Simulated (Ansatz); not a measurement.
Reactions of `[CH3][SnH]([F])[SH]`.

Calculated with Ansatz (gas phase, PBE0-D4/def2-TZVP geometries, no zero-point term in ΔE). CCSD(T)/CBS adds triple-zeta CCSD(T) − MP2 to the extrapolated MP2 energy (def2 sets, frozen cores). This one scheme is used for every species, atoms too. DFT in def2-TZVPP. B3LYP here is the variant with VWN-RPA as its local correlation; programs differ in this. Open shells (•) are unrestricted, without spin–orbit coupling. Spin–orbit coupling would lower the free atoms: a little for F. def2 core potentials past Kr. For Se, Sn outer-core shells are correlated without core-valence functions, so the limit isn't a true one: a few kJ/mol of doubt a bond, and 10 to 20 or more in all where bonds break to atoms. Scalar relativity is left out up to krypton. Each species was taken in one conformer, which may not be the lowest.

```
                                                                               reaction  PBE-D4 (kcal/mol)  B3LYP-D4 (kcal/mol)  r2SCAN-D4 (kcal/mol)  CCSD(T)/CBS(def2) (kcal/mol)
         `[CH3][SnH]([F])[SH]` + `F[C](F)F`• → `[CH3][Sn]([F])[SH]`• + trifluoromethane              -38.3                -38.4                 -36.0                         -36.4
                               `[CH3][SnH]([F])[SH]` + F• → `[CH3][Sn]([F])[SH]`• + H–F              -72.2                -66.4                 -66.4                         -64.4
                            `[CH3][SnH]([F])[SH]` + CH₃SH → `C[S][SnH]([CH3])[F]` + H₂S                0.6                  0.5                   0.8                           0.3
                          `[CH3][SnH]([F])[SH]` + `[OH]`• → `[CH3][Sn]([F])[SH]`• + H₂O              -55.0                -50.3                 -49.9                         -48.5
`[CH3][SnH]([F])[SH]` + `[SH][SnH]([Cl])[Cl]` → `C[S][SnH]([Cl])[Cl]` + `[F][SnH2][SH]`                9.6                  9.9                  10.4                          11.6
          `[CH3][SnH]([F])[SH]` + `ClB(Cl)[SeH]` → `[F][SnH]([SH])[Cl]` + `CB(Cl)[SeH]`               -6.2                 -7.6                  -7.4                          -6.7
                         `[CH3][SnH]([F])[SH]` + `[CH3]`• → `[CH3][Sn]([F])[SH]`• + CH₄              -41.6                -39.4                 -36.9                         -34.8
                  `[CH3][SnH]([F])[SH]` + `S[SiH2]Cl` → `C[SiH](S)Cl` + `[F][SnH2][SH]`               -3.9                 -3.7                  -4.2                          -2.3
```

Largest T1 diagnostic: 0.016, for `[CH3][Sn]([F])[SH]`•.
